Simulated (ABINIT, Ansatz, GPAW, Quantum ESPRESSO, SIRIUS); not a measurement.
**One calculation of Nb, 6 ways**

```
CELL_PARAMETERS angstrom
0.00000 2.11500 2.11500
2.11500 0.00000 2.11500
2.11500 2.11500 0.00000
ATOMIC_POSITIONS crystal
Nb 0.00000 0.00000 0.00000
```

This isn't the form of Nb at room conditions, which is bcc.

Alike in all runs: task single point; functional PBEsol; k mesh 11 × 11 × 11; occupations fermi-dirac, width 0.05 eV; no spin polarisation; no spin-orbit coupling. Pressure is positive in compression and, in plane waves, holds the error of the finite cutoff, which Ansatz's Pulay term estimates and takes out.

| program and potentials | plane-wave cutoff (eV) | notes | pressure (GPa) |
| --- | --- | --- | --- |
| Ansatz, Ansatz PAW | 420 | potentials made for PBE, which Ansatz adapts in part; Pulay term of +0.02 GPa included | -7.38 |
| SIRIUS, PseudoDojo 0.4.1 PBEsol standard (scalar relativistic) | 1127 | - | -7.27 |
| ABINIT, PseudoDojo NC SR PBEsol v0.4.1 standard | 1116 | - | -7.28 |
| Ansatz, all-electron LAPW, scalar-relativistic | - | - | ? |
| GPAW, PAW data sets generated for this functional | 600 | - | -7.99 |
| Quantum ESPRESSO, GBRV 1.5 PBEsol | 612 | - | -7.87 |

Problem. Estimate from the other rows what the run with Ansatz, all-electron LAPW, scalar-relativistic gave.

Solution. Pressure -7.39 GPa. The other rows, which needn't bracket it: pressure -7.99 to -7.27.
